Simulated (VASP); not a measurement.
Wanted: the native input for a VASP 6.6.1 run.

```
Task                   : relaxation of cell and atoms
Functional             : PBE
Potentials or basis    : VASP PAW PBE potentials, release 64 (Cu, O)
Cutoff                 : 520 eV
k mesh                 : 8 × 8 × 8
Occupations            : gaussian, width 0.02 eV
Spin                   : no spin polarisation
Further INCAR settings : ALGO = Normal; EDIFF = 1e-07; IBRION = 2; EDIFFG = -0.15; NSW = 80; ISIF = 3
```

The structure of Cu2O lies in POSCAR:

```
Cu2O
1.0
    4.2600000000      0.0000000000      0.0000000000
    0.0000000000      4.2600000000      0.0000000000
    0.0000000000      0.0000000000      4.2600000000
Cu O
4 2
Direct
    0.2500000000      0.2500000000      0.2500000000
    0.2500000000      0.7500000000      0.7500000000
    0.7500000000      0.7500000000      0.2500000000
    0.7500000000      0.2500000000      0.7500000000
    0.0000000000      0.0000000000      0.0000000000
    0.5000000000      0.5000000000      0.5000000000
```

The input as run:

INCAR

```
SYSTEM = Cu2O
PREC = Accurate
ENCUT = 520
EDIFF = 1E-7
ISMEAR = 0
SIGMA = 0.02
LREAL = .FALSE.
LASPH = .TRUE.
NELM = 60
ALGO = Normal
ISIF = 3
LWAVE = .FALSE.
LCHARG = .FALSE.
GGA = PE
IBRION = 2
NSW = 80
EDIFFG = -0.15
KPAR = 8
```

KPOINTS

```
Automatic mesh
0
G
  8 8 8
  0 0 0
```

Potentials or basis: VASP PAW PBE potentials, release 64 (Cu, O).

Run with:

```console
$ cat potpaw_PBE.64/Cu/POTCAR potpaw_PBE.64/O/POTCAR > POTCAR
$ mpirun -np 8 vasp_std > vasp.out
```

It gave:

```yaml
Relaxed_volume: 13.50 Å³/atom
Relaxed_cell: a = 4.326 Å, b = 4.326 Å, c = 4.326 Å, α = 90.00°, β = 90.00°, γ = 90.00°
Space_group_after_relaxing_to_0.05_Å: Pn-3m (No. 224)
Energy_gained_by_relaxing: 4.4 meV/atom
Ionic_steps: 2
Pressure_after_relaxing: -1.5 GPa
Band_gap_on_the_k_mesh: 0.44 eV, direct
```

Wall time 41 s on 8 MPI ranks on Intel(R) Xeon(R) Platinum 8175M CPU @ 2.50GHz (Skylake/Cascade Lake), on a shared host, peak memory 0.23 GiB a rank.
